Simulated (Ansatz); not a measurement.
**Response to strain in CsPbI3**

Start from CsPbI3 in the cubic perovskite structure (space group Pm-3m, No. 221; a = 6.3327 Å). Axes: x, y, z lie along the cube axes.

Strains are applied to the cell and any free atomic positions relax; under biaxial strain the out-of-plane vector relaxes too; under stress the whole cell relaxes.

Computed with r2SCAN in Ansatz (plane waves to 500 eV, PAW, scalar-relativistic without spin-orbit coupling).

| case | volume per atom | gap character | hole mass | band gap |
|---|---|---|---|---|
| base | 50.79 Å³ | direct at R | 0.15 mₑ (at R) | 1.70 eV |
| biaxial strain +4.76 %, plane normal [001], relaxed out of plane | 55.12 Å³ | direct at A | 0.12 mₑ out of plane, 0.24 mₑ in plane (at R) | 1.79 eV |
| biaxial strain −0.30 %, plane normal [110], relaxed out of plane | 50.62 Å³ | direct at T | 0.15 mₑ (at R) | 1.68 eV |
| isotropic strain −2.87 % | 46.54 Å³ | direct at R | 0.11 mₑ (at R) | 1.38 eV |
| isotropic strain +0.24 % | 51.16 Å³ | direct at R | 0.15 mₑ (at R) | 1.73 eV |
| uniaxial strain ε_xx = −2.48 % | 49.53 Å³ | direct at A | 0.11 mₑ along x, 0.15 mₑ across (at R) | 1.55 eV |
| uniaxial stress, 1 GPa compression along z | 49.91 Å³ | direct at A | 0.12 mₑ along z, 0.15 mₑ across (at R) | 1.57 eV |
| tensor shear ε_xz = −0.99 % | 50.79 Å³ | direct at T | 0.15 mₑ (at R) | 1.68 eV |
| tensor shear ε_yz = −1.39 % | 50.78 Å³ | direct at T | – | 1.67 eV |

With I and Pb present, leaving out spin-orbit coupling can change the band edges. Masses are band curvatures over ±0.01 Å⁻¹ around the edge. Beyond what the load breaks, stability against distortions was not tested. Many cubic perovskites are stable only at high temperature; tilts and polar distortions were not tested. This is not the structure that CsPbI3 has at room temperature and ambient pressure. k-point labels follow each cell's own Brillouin zone.

Ansatz is a program for electronic structure.
